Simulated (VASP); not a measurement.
# ZrC: single point with revPBE+U

Crystal: ZrC.

```
Zr C
1.0
     0.00000    2.54762    2.54762
     2.54762    0.00000    2.54762
     2.54762    2.54762    0.00000
Zr C
1 1
Direct
  0.50000 0.50000 0.50000
  0.00000 0.00000 0.00000
```

The cell isn't the ideal one: volume scaled by 1.25.

```yaml
Program: VASP 6.6.1
Task: single point
Functional: revPBE
Potentials_or_basis: VASP PAW PBE potentials, release 64 (Zr_sv, C)
Cutoff: 520 eV
k_mesh: 10 × 10 × 10
Occupations: gaussian, width 0.01 eV
Spin: no spin polarisation
Hubbard_terms: Zr d U = 1 eV
Further_INCAR_settings: ALGO = Normal; EDIFF = 1.00e-06; NBANDS = 15
```

- Pressure: -29.1 GPa
- Band gap on the k mesh: none (metal or under the smearing width)

Levels at points of the mesh, in eV from the Fermi level:
```tsv
k point	band 4	band 5	band 6	band 7	band 8	band 9	band 10	band 11	band 12	band 13
(0.00, 0.00, 0.00)	-27.24	-10.59	0.75	0.75	0.75	0.96	0.96	0.96	2.07	2.07
(0.50, 0.00, 0.00)	-27.28	-8.52	-4.53	-2.31	-2.31	3.34	3.34	3.94	5.28	7.51
(0.50, 0.50, 0.00)	-27.36	-9.39	-2.35	-1.16	-0.23	-0.23	3.21	4.13	4.13	5.28
```

Eigenvalues of the final occupation matrices:
```
    site  spin  trace               eigenvalues
site 1 d     1   0.68  0.10 0.10 0.10 0.19 0.19
site 1 d     2   0.68  0.10 0.10 0.10 0.19 0.19
```

Run time: 33 s on 1 thread of Intel(R) Xeon(R) Platinum 8259CL CPU @ 2.50GHz (Skylake/Cascade Lake), with other jobs on the host, peak memory 0.16 GiB.

Caveat: the PAW data sets were made with another functional, which shifts forces and pressure a little; U without spin polarisation on a metal has little footing; the U is typed as a test and isn't derived for this compound.
